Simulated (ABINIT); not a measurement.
Input of an ABINIT 10.8.3 (patched build) run:

run.abi

```
pp_dirpath "./"
pseudos "As.LDA_PW-JTH.xml, B.LDA_PW-JTH.xml"

acell 6.3832096775 6.3832096775 6.3832096775
rprim
     0.0000000000     0.7071067812     0.7071067812
     0.7071067812     0.0000000000     0.7071067812
     0.7071067812     0.7071067812     0.0000000000
ntypat 2
znucl 33 5
natom 2
typat 1 2
xred
     0.7500000000     0.7500000000     0.7500000000
     0.0000000000     0.0000000000     0.0000000000

ecut 15.0
pawecutdg 30.0

kptopt 1
ngkpt 4 4 4
nshiftk 1
shiftk 0.0 0.0 0.0

ixc 7

nband 13
occopt 3
tsmear 0.05 eV

nstep 100
tolvrs 1.0e-9

iomode 3
prtwf 0
prtden 0
prteig 0
prtebands 0
enunit 2
prtvol 2
```

Potentials or basis: JTH PAW LDA v2.0.

Run with:

```console
$ abinit run.abi > log 2>&1
```

What does it give for the band gap on the k mesh?

1.32 eV, indirect (least direct gap 3.23 eV).

Estimate the pressure.

-3.5 GPa.

Caveat: the k mesh is coarse (spacing up to 0.57 Å⁻¹), so the values aren't converged. A k mesh can miss the band edges.
